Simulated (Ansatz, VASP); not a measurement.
# One calculation of Au, two programs

The input INCAR:

```
SYSTEM = Au
  ALGO = Normal
  EDIFF = 1E-7
  ENCUT = 520
  ISIF = 2
  ISMEAR = 0
  LASPH = .True.
  LCHARG = .True.
  LELF = .True.
  LREAL = .False.
  LVHAR = .True.
  LWAVE = .False.
  NBANDS = 12
  NELM = 60
  PREC = Accurate
  SIGMA = 0.15
```

File KPOINTS:

```
k-points
0
Gamma
  22 22 22
  0 0 0
```

POSCAR

```
Au
1.0
   -0.8769168513      1.7538337027      1.7538337027
    1.7538337027     -0.8769168513      1.7538337027
    1.7538337027      1.7538337027     -0.8769168513
Au
1
Direct
    0.0000000000      0.0000000000      0.0000000000
```

Input for Ansatz:

```yaml
crystal:
  lattice:
    - [-0.8769168513, 1.7538337027, 1.7538337027]
    - [1.7538337027, -0.8769168513, 1.7538337027]
    - [1.7538337027, 1.7538337027, -0.8769168513]
  atoms:
    - { symbol: Au, position: [0.0, 0.0, 0.0] }
basis:
  ecutwfc: 420
kpoints:
  mp_grid: { grid: [22, 22, 22] }
hamiltonian:
  xc: lda
scf:
  occupations: { method: gaussian, width: 0.15 }
output:
  forces: true
  stress: true
  eigenvalues: true
```

Alike in both runs: task single point; functional LDA; k mesh 22 × 22 × 22; occupations gaussian, width 0.15 eV; no spin polarisation.

```csv
,VASP,Ansatz
version,VASP 6.6.1,Ansatz 0.2.0
potentials or method,"VASP PAW LDA potentials, release 64 (Au)","scalar-relativistic, plane waves, PAW"
plane-wave cutoff (eV),520,420
valence electrons in the cell,11,19
```

```csv
,VASP,Ansatz,Ansatz less VASP
gap on the k mesh at the Fermi level (eV),none,none,-
pressure (GPa),7.5,7.0,-0.55
```

A gap of «none» marks a metal or a gap that the smearing closes. The two sets of potentials don't hold the same shells in valence.

The runs have no spin-orbit coupling, so splittings on Au are missing.
